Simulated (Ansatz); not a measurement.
# SiRu: the cost of one run

Method: DFT PBE, scalar-relativistic, plane waves, PAW, in Ansatz 0.2.0.

**1. The system as given**

It takes space group P2_13 (No. 198, cubic). The conventional cell has a = 4.736 Å, b = 4.736 Å, c = 4.736 Å, α = 90.00°, β = 90.00°, γ = 90.00°. Around Si (site symmetry 3) lie 7 Ru at 2.39 to 2.72 Å. Ru (site symmetry 3) is surrounded by 7 Si at 2.39 to 2.72 Å.

Coordinates:

```cif
data_structure
_symmetry_space_group_name_H-M 'P2_13'
_symmetry_Int_Tables_number 198
_cell_length_a 4.7364
_cell_length_b 4.7364
_cell_length_c 4.7364
_cell_angle_alpha 90.000
_cell_angle_beta 90.000
_cell_angle_gamma 90.000
_cell_volume 106.25
loop_
_atom_site_label
_atom_site_type_symbol
_atom_site_symmetry_multiplicity
_atom_site_Wyckoff_symbol
_atom_site_fract_x
_atom_site_fract_y
_atom_site_fract_z
_atom_site_occupancy
Si1 Si 4 a 0.16250 0.33750 0.66250 1
Ru1 Ru 4 a 0.87094 0.62906 0.37094 1
```

The cell was relaxed beforehand at this level, from a generated guess; it needn't be the stable form of this composition. At a tolerance of 0.02 Å it has space group P2_13 (No. 198); it has 13.28 Å³/atom, an uncorrected energy of -0.63 eV/atom over the elements.

**2. Static run: bands, density of states and charges**

The input, input.yaml:

```yaml
crystal:
  lattice:
    - [4.7363599934, 0.0, 0.0]
    - [0.0, 4.7363599934, 0.0]
    - [0.0, 0.0, 4.7363599934]
  atoms:
    - { symbol: Si, position: [0.1624957666, 0.3375042334, 0.6624957666] }
    - { symbol: Si, position: [0.3375042334, 0.6624957666, 0.1624957666] }
    - { symbol: Si, position: [0.6624957666, 0.1624957666, 0.3375042334] }
    - { symbol: Si, position: [0.8375042334, 0.8375042334, 0.8375042334] }
    - { symbol: Ru, position: [0.8709413172, 0.6290586828, 0.3709413172] }
    - { symbol: Ru, position: [0.6290586828, 0.3709413172, 0.8709413172] }
    - { symbol: Ru, position: [0.3709413172, 0.8709413172, 0.6290586828] }
    - { symbol: Ru, position: [0.1290586828, 0.1290586828, 0.1290586828] }
basis:
  ecutwfc: 420
kpoints:
  mp_grid: { grid: [8, 8, 8] }
  band_path:
    path:
      - [[0.0, 0.0, 0.0], [0.0, 0.5, 0.0], [0.5, 0.5, 0.0], [0.0, 0.0, 0.0], [0.5, 0.5, 0.5], [0.0, 0.5, 0.0]]
      - [[0.5, 0.5, 0.5], [0.5, 0.5, 0.0], [0.5, 0.0, 0.0]]
    npoints: 14
hamiltonian:
  xc: pbe
scf:
  occupations: { method: gaussian, width: 0.01 }
  n_extra_bands: 20
output:
  forces: true
  stress: true
  eigenvalues: true
  populations: true
  dos: { projected: true, de: 0.02, nscf_kmesh: { grid: [10, 10, 10] } }
  bader: true
  write_density: true
  write_potential: true
  elf: true
  volumetric_format: npy
```

On the command line:

```bash
$ ansatz run input.yaml --threads 1 --pin off --max-ram 2560MiB --backend cpu --events-out ev --progress --plain --runs-dir out
```

Q: Estimate wall time and peak memory on 1 thread of Intel Xeon Platinum 8488C (Sapphire Rapids), shared host.

About 2.6 min, with a peak of 0.68 GiB.
